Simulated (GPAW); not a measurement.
# NaI (Fm-3m) in GPAW: convergence with smearing width (eV)

Aim: find how far smearing width (eV) must go before the results for NaI settle, at PBEsol. This setting moves, with any that are tied to it; all else stays.

Program: GPAW 26.7.0. These are calculated values, not measurements. Logs are shortened: lines on timing, memory, paths and dates and some standing lists are left out, and cuts for length are marked. The log counts tension as positive stress, the text compression.

## (1) The crystal as given

It takes space group Fm-3m (No. 225, cubic). The conventional cell has a = 6.473 Å, b = 6.473 Å, c = 6.473 Å, α = 90.00°, β = 90.00°, γ = 90.00°. I (site symmetry m-3m) has 6 Na at 3.24 Å as nearest neighbours. Around Na (site symmetry m-3m) lie 6 I at 3.24 Å.

## (2) With smearing width (eV) 0.5

run.py reads:

```python
from ase.dft.bandgap import bandgap
from ase.io import read, write
from ase.units import GPa
from gpaw import GPAW, PW, setup_paths

setup_paths.insert(0, '.')

atoms = read('POSCAR')

calc = GPAW(mode=PW(800),
            xc='PBEsol',
            kpts={'size': (7, 7, 7), 'gamma': True},
            occupations={'name': 'methfessel-paxton', 'width': 0.5, 'order': 1},
            nbands=15,
            convergence={'density': 1e-05, 'energy': 1e-05},
            maxiter=100,
            txt='gpaw.txt')
atoms.calc = calc
energy = atoms.get_potential_energy()
forces = atoms.get_forces()
stress = atoms.get_stress()
calc.write('gs.gpw')
write('result.traj', atoms)
print(f'Energy: {energy:.6f} eV')
print('Forces (eV/A):')
print(forces.round(4))
print('Stress (GPa):', (stress / GPa).round(3))
print('Fermi level:', round(calc.get_fermi_level(), 4), 'eV')
print(f'Gap: {bandgap(calc)[0]:.4f} eV, direct: {bandgap(calc, direct=True)[0]:.4f} eV')
```

POSCAR reads:

```
NaI
1.0
    0.0000000000      3.2364000000      3.2364000000
    3.2364000000      0.0000000000      3.2364000000
    3.2364000000      3.2364000000      0.0000000000
I Na
1 1
Direct
    0.5000000000      0.5000000000      0.5000000000
    0.0000000000      0.0000000000      0.0000000000
```

Potentials or basis: PAW data sets generated in the run's folder for this functional, pw.

On the command line:

```bash
gpaw-setup -f PBEsol I Na
OMP_NUM_THREADS=1 python run.py
```

Wall time 20 s (1 thread of Arm Neoverse V1, shared host); peak memory 0.19 GiB.

What came out:

```yaml
Free_energy: -5.6420 eV
Pressure: -0.6 GPa
Band_gap_on_the_k_mesh: 3.53 eV, direct
```

## (3) With smearing width (eV) 0.3

Edit run.py of step 2 so:

```diff
@@ -12,3 +12,3 @@
             kpts={'size': (7, 7, 7), 'gamma': True},
-            occupations={'name': 'methfessel-paxton', 'width': 0.5, 'order': 1},
+            occupations={'name': 'methfessel-paxton', 'width': 0.3, 'order': 1},
             nbands=15,
```

POSCAR is that of step 2.

Potentials or basis: PAW data sets generated in the run's folder for this functional, pw.

On the command line:

```bash
gpaw-setup -f PBEsol I Na
OMP_NUM_THREADS=1 python run.py
```

Wall time 20 s (1 thread of Arm Neoverse V1, shared host); peak memory 0.19 GiB.

What came out:

| Item | Value |
| --- | --- |
| Free energy | -5.6674 eV |
| Pressure | -0.5 GPa |
| Band gap on the k mesh | 3.52 eV, direct |

## (4) With smearing width (eV) 0.2

Edit run.py of step 3 so:

```diff
@@ -12,3 +12,3 @@
             kpts={'size': (7, 7, 7), 'gamma': True},
-            occupations={'name': 'methfessel-paxton', 'width': 0.3, 'order': 1},
+            occupations={'name': 'methfessel-paxton', 'width': 0.2, 'order': 1},
             nbands=15,
```

POSCAR is that of step 3.

On the command line:

```bash
gpaw-setup -f PBEsol I Na
OMP_NUM_THREADS=1 python run.py
```

Run time: 20 s. Hardware: 1 thread of Arm Neoverse V1, shared host; peak memory 0.19 GiB.

It converged, with:

```
Free energy            : -5.6674 eV
Pressure               : -0.5 GPa
Band gap on the k mesh : 3.52 eV, direct
```

## (5) With smearing width (eV) 0.15

Edit run.py of step 4 so:

```diff
@@ -12,3 +12,3 @@
             kpts={'size': (7, 7, 7), 'gamma': True},
-            occupations={'name': 'methfessel-paxton', 'width': 0.2, 'order': 1},
+            occupations={'name': 'methfessel-paxton', 'width': 0.15, 'order': 1},
             nbands=15,
```

POSCAR is that of step 4.

On the command line:

```bash
gpaw-setup -f PBEsol I Na
OMP_NUM_THREADS=1 python run.py
```

It took 19 s on 1 thread of Arm Neoverse V1, shared host; peak memory 0.19 GiB.

The run converged. Its results:

* Free energy: -5.6674 eV
* Pressure: -0.5 GPa
* Band gap on the k mesh: 3.52 eV, direct

## (6) With smearing width (eV) 0.1

Edit run.py of step 5 so:

```diff
@@ -12,3 +12,3 @@
             kpts={'size': (7, 7, 7), 'gamma': True},
-            occupations={'name': 'methfessel-paxton', 'width': 0.15, 'order': 1},
+            occupations={'name': 'methfessel-paxton', 'width': 0.1, 'order': 1},
             nbands=15,
```

POSCAR is that of step 5.

Potentials or basis: PAW data sets generated in the run's folder for this functional, pw.

On the command line:

```bash
gpaw-setup -f PBEsol I Na
OMP_NUM_THREADS=1 python run.py
```

Wall time 19 s (1 thread of Arm Neoverse V1, shared host); peak memory 0.19 GiB.

The run converged. Its results:

```
Free energy            : -5.6674 eV
Pressure               : -0.5 GPa
Band gap on the k mesh : 3.52 eV, direct
```

## (7) With smearing width (eV) 0.05

Edit run.py of step 6 so:

```diff
@@ -12,3 +12,3 @@
             kpts={'size': (7, 7, 7), 'gamma': True},
-            occupations={'name': 'methfessel-paxton', 'width': 0.1, 'order': 1},
+            occupations={'name': 'methfessel-paxton', 'width': 0.05, 'order': 1},
             nbands=15,
```

POSCAR is that of step 6.

On the command line:

```bash
gpaw-setup -f PBEsol I Na
OMP_NUM_THREADS=1 python run.py
```

Run time: 20 s. Hardware: 1 thread of Arm Neoverse V1, shared host; peak memory 0.19 GiB.

Results (log left out):

| Item | Value |
| --- | --- |
| Free energy | -5.6674 eV |
| Pressure | -0.5 GPa |
| Band gap on the k mesh | 3.52 eV, direct |

## (8) With smearing width (eV) 0.025

Edit run.py of step 7 so:

```diff
@@ -12,3 +12,3 @@
             kpts={'size': (7, 7, 7), 'gamma': True},
-            occupations={'name': 'methfessel-paxton', 'width': 0.05, 'order': 1},
+            occupations={'name': 'methfessel-paxton', 'width': 0.025, 'order': 1},
             nbands=15,
```

POSCAR is that of step 7.

On the command line:

```bash
gpaw-setup -f PBEsol I Na
OMP_NUM_THREADS=1 python run.py
```

It took 19 s on 1 thread of Arm Neoverse V1, shared host; peak memory 0.19 GiB.

Results (log left out):

| Quantity | Value |
| --- | --- |
| Free energy | -5.6674 eV |
| Pressure | -0.5 GPa |
| Band gap on the k mesh | 3.52 eV, direct |

## (9) With smearing width (eV) 0.01

Edit run.py of step 8 so:

```diff
@@ -12,3 +12,3 @@
             kpts={'size': (7, 7, 7), 'gamma': True},
-            occupations={'name': 'methfessel-paxton', 'width': 0.025, 'order': 1},
+            occupations={'name': 'methfessel-paxton', 'width': 0.01, 'order': 1},
             nbands=15,
```

POSCAR is that of step 8.

Potentials or basis: PAW data sets generated in the run's folder for this functional, pw.

On the command line:

```bash
gpaw-setup -f PBEsol I Na
OMP_NUM_THREADS=1 python run.py
```

gpaw.txt:

```text
__  _  _
 | _ |_)|_||  |
 |__||  | ||/\| - 26.7.0

Input parameters:
  mode=PW(ecut=800.0),
  convergence={'density': 1e-05, 'energy': 1e-05},
  kpts=MonkhorstPack(size=(7, 7, 7), gamma=True),
  maxiter=100,
  nbands=15,
  occupations=Occupations(name='methfessel-paxton', width=0.01, order=1),
  xc=XC(name='PBEsol')

Diagonalizing LCAO Hamiltonian
Converting LCAO to pw mode

                 I

       Na

Atoms  # Å, Bohr magnetons
|   | symbol |        x |        y |        z |    initial magnetic moments |
|---|--------|----------|----------|----------|-----------------------------|
| 0 |      I | 3.236400 | 3.236400 | 3.236400 | ( 0.0000,  0.0000,  0.0000) |
| 1 |     Na | 0.000000 | 0.000000 | 0.000000 | ( 0.0000,  0.0000,  0.0000) |

Unit cell  # Å
| periodic |        x |        y |        z |  lengths |    angles |
|----------|----------|----------|----------|----------|-----------|
|      yes | 0.000000 | 3.236400 | 3.236400 | 4.576961 | 60.000000 |
|      yes | 3.236400 | 0.000000 | 3.236400 | 4.576961 | 60.000000 |
|      yes | 3.236400 | 3.236400 | 0.000000 | 4.576961 | 60.000000 |

Number of symmetries: 48
Symmetry operations  # r_c * U_cc + t_c -> r_c
|    | kind |            matrix            |
|----|------|------------------------------|
|  0 |  σ   |  1, 0, 0,  1, 0,-1,  1,-1, 0 |
|  1 |  C2  |  1, 0, 0,  1,-1, 0,  1, 0,-1 |
|  2 |  E   |  1, 0, 0,  0, 1, 0,  0, 0, 1 |
|  3 |  σ   |  1, 0, 0,  0, 0, 1,  0, 1, 0 |
|  4 |  C4  |  1, 0,-1,  1, 0, 0,  1,-1, 0 |
|  5 |  S6  |  1, 0,-1,  1,-1, 0,  1, 0, 0 |
|  6 |  σ   |  1, 0,-1,  0, 1,-1,  0, 0,-1 |
|  7 |  C3  |  1, 0,-1,  0, 0,-1,  0, 1,-1 |
|  8 |  S6  |  1,-1, 0,  1, 0, 0,  1, 0,-1 |
|  9 |  C4  |  1,-1, 0,  1, 0,-1,  1, 0, 0 |
| 10 |  C3  |  1,-1, 0,  0,-1, 1,  0,-1, 0 |
| 11 |  σ   |  1,-1, 0,  0,-1, 0,  0,-1, 1 |
| 12 |  σ   |  0, 1, 0,  1, 0, 0,  0, 0, 1 |
| 13 |  C4  |  0, 1, 0,  0, 1,-1, -1, 1, 0 |
| 14 |  C3  |  0, 1, 0,  0, 0, 1,  1, 0, 0 |
| 15 |  S6  |  0, 1, 0, -1, 1, 0,  0, 1,-1 |
| 16 |  C2  |  0, 1,-1,  1, 0,-1,  0, 0,-1 |
| 17 |  σ   |  0, 1,-1,  0, 1, 0, -1, 1, 0 |
| 18 |  S4  |  0, 1,-1,  0, 0,-1,  1, 0,-1 |
[... 135 lines left out ...]
  Maximum mixing coefficient: 0.75
  Old densities: 10
  SVD Regularization: 0.005
  Good broyden scale: 1.0
  Trust region scale: 1.0
  Backstep threshold: 4.0
  History deletion threshold: 6.0
  Fourier metric: weight=20.0, sigma=0.015

occupation numbers:
  Methfessel-Paxton:
    width: 0.0100  # eV
    order: 1

poisson solver:
  ecut: 6400.0  # eV

xc functional:
  name: PBEsol with 2 nearest neighbor stencil

convergence criteria:
[... 6 lines left out ...]
|iter     | |      energy | eigst |  dens |
|---------|-|-------------|-------|-------|
|iter:   1| |   -5.675591 | -0.95 |       |
|iter:   2| |   -5.673714 | -3.23 | -1.47 |
|iter:   3| |   -5.666023 | -3.02 | -1.49 |
|iter:   4| |   -5.667291 | -4.17 | -2.08 |
|iter:   5| |   -5.667394 | -5.31 | -2.80 |
|iter:   6| |   -5.667403c| -6.26 | -3.38 |
|iter:   7| |   -5.667403c| -7.81c| -4.39 |
|iter:   8| |   -5.667403c| -8.13c| -5.02c|

Converged in 8 steps
Energy contributions relative to reference atoms: (reference = -197867.982804)

Energy contributions:
  Kinetic:           7.885708
  Coulomb:          -8.012482
  Zero:             -0.045896
  External:          0.000000
  Xc:               -5.494733
  Entropy:           0.000000
  Spinorbit:         0.000000
  ----------------------------
  Free energy:      -5.667403
  Extrapolated:     -5.667403

dipole moment: (-6.049373, -6.049373, -6.049373)  # |e|*Ang

Fermi level: 2.243
Eigenvalues  # (at kpt = [0.000, 0.000, 0.000])
| band index |      eig [eV] | occ [0-2] |
|------------|---------------|-----------|
|          0 |       -21.668 |     2.000 |
|          1 |       -21.668 |     2.000 |
|          2 |       -21.668 |     2.000 |
|          3 |       -10.422 |     2.000 |
|          4 |         0.615 |     2.000 |
|          5 |         0.615 |     2.000 |
|          6 |         0.615 |     2.000 |
|          7 |         4.138 |     0.000 |
|          8 |         8.496 |     0.000 |
|          9 |         8.496 |     0.000 |
|         10 |         8.496 |     0.000 |
|         11 |        10.394 |     0.000 |
|         12 |        10.394 |     0.000 |
|         13 |        10.989 |     0.000 |
|         14 |        12.224 |     0.000 |

Gap: 3.523 eV
Transition (v -> c):
  (s=0, k=0, n=6, [0.00, 0.00, 0.00]) -> (s=0, k=0, n=7, [0.00, 0.00, 0.00])
No difference between direct/indirect transitions

Forces  # eV/Ang
|        x |        y |        z |
|----------|----------|----------|
|  0.00000 | -0.00000 |  0.00000 |  # I    0
| -0.00000 | -0.00000 | -0.00000 |  # Na   1

Stress tensor  # eV/Ang^3
|         x |         y |         z |
|-----------|-----------|-----------|
|  0.003075 | -0.000000 | -0.000000 |
| -0.000000 |  0.003075 | -0.000000 |
| -0.000000 | -0.000000 |  0.003075 |

# Writing to gs.gpw (mode='')
```

stdout:

```text
Energy: -5.667403 eV
Forces (eV/A):
[[ 0. -0.  0.]
 [-0. -0. -0.]]
Stress (GPa): [ 0.493  0.493  0.493 -0.    -0.    -0.   ]
Fermi level: 2.2429 eV
Gap: 3.5231 eV, direct: 3.5231 eV
```

Run time: 19 s. Hardware: 1 thread of Arm Neoverse V1, shared host; peak memory 0.19 GiB.

Results:

```yaml
Free_energy: -5.6674 eV
Pressure: -0.5 GPa
Band_gap_on_the_k_mesh: 3.52 eV, direct
```

## (10) Result

```tsv
smearing width (eV)	energy less the tightest run, at zero smearing (meV/atom)	pressure (GPa)	SCF cycles	CPU time (s)	peak memory (GiB)
0.5	3.58	-0.62	8	20	0.19
0.3	0.00	-0.49	8	20	0.19
0.2	0.00	-0.49	8	20	0.19
0.15	0.00	-0.49	8	19	0.19
0.1	0.00	-0.49	8	19	0.19
0.05	0.00	-0.49	8	20	0.19
0.025	0.00	-0.49	8	19	0.19
0.01	0.00	-0.49	8	19	0.19
```

Against the tightest run, the energy stays within 1 meV/atom from 0.3 on; the pressure stays within 0.1 GPa from 0.3 on. The tightest run that finished is the yardstick and may itself not be fully converged.

Caveats: this smearing can pin the Fermi level at a band edge; spin-orbit coupling is left out, which moves the levels of the heavy elements.
